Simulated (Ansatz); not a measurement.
Input of an Ansatz 0.2.0 run:

input.yaml

```yaml
crystal:
  lattice:
    - [2.6205428149, 0.0, 0.0]
    - [-1.3102714075, 2.2694566494, 0.0]
    - [0.0, 0.0, 2.46635439]
  atoms:
    - { symbol: Si, position: [0.0, 0.0, 0.0] }
hamiltonian:
  xc: pbesol
  pseudopotentials: { kind: paw }
kpoints:
  mp_grid: { grid: [12, 12, 11] }
  band_path:
    path:
      - [[0.0, 0.0, 0.0], [0.5, 0.0, 0.0], [0.3333333333, 0.3333333333, 0.0], [0.0, 0.0, 0.0], [0.0, 0.0, 0.5], [0.5, 0.0, 0.5], [0.3333333333, 0.3333333333, 0.5], [0.0, 0.0, 0.5]]
      - [[0.5, 0.0, 0.5], [0.5, 0.0, 0.0]]
      - [[0.3333333333, 0.3333333333, 0.0], [0.3333333333, 0.3333333333, 0.5]]
    npoints: 14
scf:
  occupations: { method: fermi_dirac, width: 0.05 }
  n_extra_bands: 6
output:
  forces: true
  stress: true
  eigenvalues: true
  fatbands: false
```

Potentials or basis: Ansatz PAW.

The run is started by

```console
$ ansatz run input.yaml --threads 2 --pin off --max-ram 5632MiB --backend cpu --events-out ev --progress --plain --runs-dir out
```

Q: Estimate the pressure.

A: 0.5 GPa.

Q: What does it give for the band gap on the k mesh?

A: None (metal or under the smearing width).

Levels at the corners of the path, in eV from the Fermi level:
```
point  band 1  band 2  band 3  band 4  band 5
    Γ  -14.11    7.55    8.02   10.39   10.39
    M   -7.59   -6.80    5.17    6.55   12.90
    K   -5.67   -4.57   -4.57   13.92   15.50
    Γ  -14.11    7.55    8.02   10.39   10.39
    A   -9.19   -7.21   14.00   14.00   15.02
    L   -2.91   -2.08   -1.85    1.44    8.85
    H   -0.98   -0.75   -0.75    1.08    3.78
    A   -9.19   -7.21   14.00   14.00   15.02
    L   -2.91   -2.08   -1.85    1.44    8.85
    M   -7.59   -6.80    5.17    6.55   12.90
    K   -5.67   -4.57   -4.57   13.92   15.50
    H   -0.98   -0.75   -0.75    1.08    3.78
```

Caveat: the PAW data sets come from PBE, with cores solved anew for the run's functional, which leaves a small shift of forces and pressure.
